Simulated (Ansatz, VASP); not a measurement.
# One calculation of Pt, two programs

```
Pt
1.0
    -1.57611    1.57611    1.57611
     1.57611   -1.57611    1.57611
     1.57611    1.57611   -1.57611
Pt
1
Direct
  0.00000 0.00000 0.00000
```

Alike in both runs: task relaxation of cell and atoms; functional PBE; k mesh 18 × 18 × 18; occupations fermi-dirac, width 0.05 eV; no spin polarisation.

|  | VASP | Ansatz |
| --- | --- | --- |
| version | VASP 6.6.1 | Ansatz 0.2.0 |
| potentials or method | VASP PAW PBE potentials, release 64 (Pt) | PAW with Ansatz's default frozen-core files, scalar-relativistic |
| plane-wave cutoff (eV) | 600 | 420 |
| valence electrons in the cell | 10 | 18 |

Ansatz gave:

- relaxed volume (Å³/atom): 15.82
- relaxed cell length with the largest relative difference (Å): 2.739
- energy change over the relaxation (meV/atom): -1

Task: What did VASP give for the same quantities?

Result: Relaxed volume (Å³/atom): 15.80; relaxed cell length with the largest relative difference (Å): 2.738; energy change over the relaxation (meV/atom): -1.

The two sets of potentials don't hold the same shells in valence.

The runs have no spin-orbit coupling, so splittings on Pt are missing.
